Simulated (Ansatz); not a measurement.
# Strain response of Al

These are results of DFT PBEsol, scalar-relativistic, plane waves, PAW in Ansatz, not measurements. (420 eV cutoff, 18×18×14 k-mesh, Gaussian smearing of 0.10 eV, no spin polarisation)

Reference structure (relaxed):

```xyz
2
Lattice="2.0077 2.0077 0.0000 -2.0077 2.0077 0.0000 0.0000 0.0000 4.0154" Properties=species:S:1:pos:R:3 pbc="T T T"
Al    0.0000    0.0000    0.0000
Al    0.0000    2.0077    2.0077
```

Deformation: c alone is stretched, the rest of the cell is held and the atoms relax, all within the symmetry that the strain leaves. Energies are extrapolated to zero smearing. On this cell's mesh the reference holds a stress of up to 0.18 GPa.

| strain (%) | ΔE (meV/atom) | a (Å) | b (Å) | c (Å) |
| --- | --- | --- | --- | --- |
| -4.5 | 14.3 | 2.839 | 2.839 | 3.835 |
| -3.0 | 6.9 | 2.839 | 2.839 | 3.895 |
| -1.5 | 1.9 | 2.839 | 2.839 | 3.955 |
| +0.0 | 0.0 | 2.839 | 2.839 | 4.015 |
| +1.5 | 1.5 | 2.839 | 2.839 | 4.076 |
| +3.0 | 5.8 | 2.839 | 2.839 | 4.136 |
| +4.5 | 12.1 | 2.839 | 2.839 | 4.196 |

(1) Does one stiffness describe the whole range?

Answers

(1) No: the innermost pair of points gives (1/V) d²E/dε² = 147 GPa and a cubic fit over all points 127 GPa, so terms beyond the third order count over this range.